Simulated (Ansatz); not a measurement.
Suppose Si₃N₄ takes space group P-43m (No. 215), with Si on 3d; N on 4e. Recipe of this trial structure of Si₃N₄: 3-, 4-connected net, the two elements on its two kinds of vertex.

Level of theory: DFT PBE, scalar-relativistic, plane waves, PAW in Ansatz. Cutoff 420 eV, Γ-centred mesh, Gaussian smearing, no spin polarisation.

The zero of energy is the elements' standard structures at the same level (N₂ as a molecule); no fitted shifts are applied.

Problem. Which cell and coordinates does it relax to?

Solution.

Space group P-43m (No. 215). a = 4.131 Å, b = 4.131 Å, c = 4.131 Å, α = 90.00°, β = 90.00°, γ = 90.00°
```csv
atom,site,symmetry,x,y,z
Si,3d,-42.m,0.0000,0.0000,0.5000
N,4e,.3m,0.2395,0.2395,0.7605
```

Around Si lie 4 N at 1.77 Å; around N lie 3 Si at 1.77 Å. Another local minimum with the same sites may exist.

Problem. And its energy and gap?

Solution. The energy over the elements is −0.817 eV/atom and the gap on the 6×6×6 mesh of the 7-atom cell is 2.73 eV. It lies below the elements, which doesn't yet make it stable against other compounds or structures.

The last run used Gaussian smearing of 0.02 eV. Kohn–Sham gaps at this level usually fall short of measured ones. A structure relaxed within its symmetry needn't be a true minimum.
